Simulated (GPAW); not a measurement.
Crystal: BaTiO3.

```
CELL_PARAMETERS angstrom
3.99980 0.00000 0.00000
0.00000 3.99980 0.00000
0.00000 0.00000 4.01800
ATOMIC_POSITIONS crystal
Ba 0.00000 0.00000 0.00000
Ti 0.50000 0.50000 0.49000
O 0.00000 0.50000 0.51700
O 0.50000 0.00000 0.51700
O 0.50000 0.50000 0.01900
```

```yaml
Program: GPAW 26.7.0
Task: relaxation of cell and atoms
Functional: PBEsol
Dispersion: D3(BJ)
Potentials_or_basis: PAW data sets generated in the run's folder for this functional
Cutoff: 800 eV
Basis: pw
k_mesh: 5 × 5 × 5
Occupations: fermi-dirac, width 0.05 eV
Spin: no spin polarisation
```

At the start: pressure -5.8 GPa; volume 12.86 Å³/atom.

Problem. Where does the relaxation end?

Solution. Over 8 steps the energy falls by 7.6 meV/atom and the volume is 12.44 Å³/atom (-3.3 %); space group P4mm (No. 99, to 0.05 Å).

Step by step:
| step | energy change (eV) | largest force (eV/Å) | pressure (GPa) | volume (Å³) |
| --- | --- | --- | --- | --- |
| 1 | 0.0000 | 0.2903 | -5.77 | 64.28 |
| 2 | -0.0099 | 0.2168 | -5.04 | 64.03 |
| 3 | -0.0340 | 0.2759 | -0.31 | 62.52 |
| 4 | -0.0355 | 0.1918 | -0.58 | 62.56 |
| 5 | -0.0379 | 0.0338 | -0.47 | 62.42 |
| 6 | -0.0382 | 0.0239 | -0.10 | 62.26 |
| 7 | -0.0381 | 0.0213 | 0.03 | 62.21 |
| 8 | -0.0381 | 0.0172 | 0.09 | 62.19 |

Final structure:
```
Ba Ti O
1.0
     3.94896    0.00000    0.00000
     0.00000    3.94896    0.00000
     0.00000    0.00000    3.98786
Ba Ti O
1 1 3
Direct
  0.00000 0.00000 0.00175
  0.50000 0.50000 0.49007
  0.00000 0.50000 0.51529
  0.50000 0.00000 0.51529
  0.50000 0.50000 0.02061
```

Caveat: later steps reuse the first step's grids.
